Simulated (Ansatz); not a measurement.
Runs of Ansatz 0.2.0 on Te2Mo. The structure is hexagonal, space group P6_3/mmc (No. 194). The conventional cell has a = 3.518 Å, b = 3.518 Å, c = 13.974 Å, α = 90.00°, β = 90.00°, γ = 120.00°. Around Te (site symmetry 3m) lie 3 Mo at 2.72 Å. Mo (site symmetry -6m2) is surrounded by 6 Te at 2.72 Å. 

```tsv
task	level	cutoff (eV)	basis error allowed	gap on the mesh (eV)	pressure (GPa)	V0 of scaled cells (Å³/atom)	B0 (GPa)	largest force (eV/Å)
equation of state	PBE	-	0.001 eV/atom	-	-	25.71	93	-
band structure	LDA	241	0.002 eV/atom	0.76	-3.0	-	-	(b)
band structure	PBE	242	0.002 eV/atom	0.78	2.9	-	-	0.17
single point	PBE	261	0.001 eV/atom	0.78	2.9	-	-	0.17
single point	PBEsol	261	0.001 eV/atom	0.76	-1.1	-	-	0.09
band structure	PBEsol	242	0.002 eV/atom	0.76	-1.1	-	-	0.09
equation of state	PBEsol	-	0.001 eV/atom	-	-	(a)	105	-
```

Alike in all rows: potentials or basis all-electron LAPW, scalar-relativistic; no spin polarisation; cell as given; k mesh 9 × 9 × 2; smearing fermi-dirac 0.05 eV.

Q: Fill in the values left out.

A: (a) 24.70; (b) 0.29.

Caveats: this functional lacks dispersion, which binds the layers, so the pressure and a relaxed spacing across them are unreliable (some runs); spin-orbit coupling is left out, which moves the levels of the heavy elements (some runs); the cell was scaled at fixed shape and fractional positions, which overstates the stiffness of a crystal with free parameters, most of all of layers and chains (some runs); an odd mesh through Γ misses points on the zone boundary, where band edges often lie (some runs).

A k mesh can miss the band edges, and the runs leave out spin-orbit coupling on Mo, Te.

Not every run made on this cell is shown here.
